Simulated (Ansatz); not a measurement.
TlBr: reading a single point

```
Tl Br
1.0
     3.99249    0.00000    0.00000
     0.00000    3.99249    0.00000
     0.00000    0.00000    3.99249
Tl Br
1 1
Direct
  0.00000 0.00000 0.00000
  0.50000 0.50000 0.50000
```

Method: PBE, no spin polarisation; PAW, plane waves to 420 eV, 7×7×7 Γ-centred mesh, gaussian occupations (width 0.0295 eV) (Ansatz 0.2.0), atoms fixed.

**Formation energy.** -0.83 eV an atom against the elements' usual phases (free molecules for gases, crystals otherwise, with no correction for O₂ or N₂), so it is bound against them; other compounds may still compete. Relaxing would lower it.
**Forces.** The forces vanish by the symmetry of the sites.
**Electronic structure.** The gap is 1.88 eV, direct at the points sampled. A semilocal functional usually gives too small a gap.
**Stress.** The pressure is 1.0 GPa (compression positive), so with the atoms held at these fractions the cell would first expand.
**Band edges.** Within 0.7 eV of the edges, the states project mainly on Br p (78 %) and Tl s (18 %) below the gap and on Tl p (81 %) above it.
**Contacts.** Tl–Br at 3.46 Å: least valence density 0.09 e/Å³ and ELF 0.10 there, a closed-shell (ionic or weak) contact. Tl–Tl at 3.99 Å: least valence density 0.03 e/Å³ and ELF 0.03 there, so no covalent bond. Br–Br at 3.99 Å: least valence density 0.04 e/Å³ and ELF 0.03 there, a closed-shell (ionic or weak) contact. These are pseudo-fields; inside the PAW spheres they differ from the all-electron ones.
**Charges.** Bader charges in e: Tl +0.65, Br -0.65. In the mean Tl gives up most and Br takes most.

Origin: a database entry at a rescaled volume. Caveats: no spin-orbit coupling, which can shift this gap by tenths of an eV; the mesh misses a band edge that the path finds.
